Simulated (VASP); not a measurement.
**AlN: relaxation of cell and atoms with PBEsol**

The system is AlN.

```xyz
2
Lattice="0.0000 2.1840 2.1840 2.1840 0.0000 2.1840 2.1840 2.1840 0.0000" Properties=species:S:1:pos:R:3 pbc="T T T"
Al    0.0000    0.0000    0.0000
N     1.0920    1.0920    1.0920
```

Measurements of this composition are mostly on another form, of space group No. 186.

```json
{
 "Program": "VASP 6.6.1",
 "Task": "relaxation of cell and atoms",
 "Functional": "PBEsol",
 "Potentials or basis": "VASP PAW PBE potentials, release 64 (Al, N_s)",
 "Cutoff": "480 eV",
 "k mesh": "10 × 10 × 10",
 "Occupations": "gaussian, width 0.02 eV",
 "Spin": "no spin polarisation",
 "Further INCAR settings": "ALGO = Normal; EDIFF = 1e-07; IBRION = 2; EDIFFG = -0.005; NSW = 90; ISIF = 3"
}
```

```
Relaxed volume                         : 10.48 Å³/atom
Relaxed cell                           : a = 3.095 Å, b = 3.095 Å, c = 3.095 Å, α = 60.00°, β = 60.00°, γ = 60.00°
Space group after relaxing (to 0.05 Å) : F-43m (No. 216)
Energy gained by relaxing              : 0.3 meV/atom
Ionic steps                            : 3
Pressure after relaxing                : 0.0 GPa
Band gap on the k mesh                 : 3.19 eV, indirect (least direct gap 4.08 eV)
```

Step by step:
```
step  energy change (eV)  largest force (eV/Å)  pressure (GPa)  volume (Å³)
   1              0.0000                0.0000            1.31        20.83
   2             -0.0001                0.0000           -1.18        21.09
   3             -0.0005                0.0000            0.01        20.97
```

Final structure:
```
CELL_PARAMETERS angstrom
0.00000 2.18864 2.18864
2.18864 0.00000 2.18864
2.18864 2.18864 0.00000
ATOMIC_POSITIONS crystal
Al 0.00000 0.00000 0.00000
N 0.25000 0.25000 0.25000
```

Levels at points of the mesh, in eV from the valence-band top:
```
           k point  band 2  band 3  band 4  band 5  band 6  band 7
(0.00, 0.00, 0.00)    0.00    0.00    0.00    4.08   12.42   12.42
(0.50, 0.00, 0.00)   -5.89   -0.48   -0.48    7.24    9.72   11.01
(0.50, 0.50, 0.00)   -4.93   -1.78   -1.78    3.19    8.46   13.79
```

It took 7.6 s on 1 thread of AMD EPYC 9R45 96-Core Processor (Zen 5), on a shared host, peak memory 0.1 GiB.

Caveat: the PAW data sets were made with another functional, which shifts forces and pressure a little. A k mesh can miss the band edges.
